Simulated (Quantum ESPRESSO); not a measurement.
Runs of Quantum ESPRESSO 7.5 on W. Symmetry: Im-3m, No. 229, cubic system. Conventional cell: a = 3.165 Å, b = 3.165 Å, c = 3.165 Å, α = 90.00°, β = 90.00°, γ = 90.00°. W (site symmetry m-3m) has 8 W at 2.74 Å as nearest neighbours. 

```tsv
task	level	potentials or basis	cell	k mesh	cutoff (eV)	form of the LDA correlation	SCF threshold	symmetry	gap on the mesh (eV)	pressure (GPa)	V0 of scaled cells (Å³/atom)	B0 (GPa)
equation of state	LDA	GBRV 1.5 LDA	as given	12 × 12 × 12	762	PZ81	2e-10 Ry	-	-	-	(b)	329
equation of state	PBEsol	GBRV 1.5 PBEsol	as given	12 × 12 × 12	762	-	2e-10 Ry	-	-	-	15.71	320
band structure	PBEsol	GBRV 1.5 PBEsol	as given	12 × 12 × 12	762	-	2e-10 Ry	-	none	-2.7	-	-
single point	PBEsol	GBRV 1.5 PBEsol	cell strained at random at fixed volume	12 × 12 × 12	762	-	2e-10 Ry	-	none	-2.5	-	-
single point	PBEsol	GBRV 1.5 PBEsol	as given	12 × 12 × 12	762	-	2e-10 Ry	-	none	-2.7	-	-
equation of state	r2SCAN	SG15 PBE 1.2	as given	9 × 9 × 9	1020	-	1e-08 Ry	off	-	-	15.26	(a)
```

Alike in all rows: no spin polarisation; smearing fermi-dirac 0.05 eV.

Task: Fill in the values left out.

Result: (a) 333; (b) 15.43.

Caveats: spin-orbit coupling is left out, which moves the levels of the heavy elements (some runs); the potentials were made for another functional, which shifts forces and pressure (some runs).

A k mesh can miss the band edges, and the runs leave out spin-orbit coupling on W.

A gap of «none» marks a metal or a gap under the smearing width.

Runs at the PBE level aren't shown here.
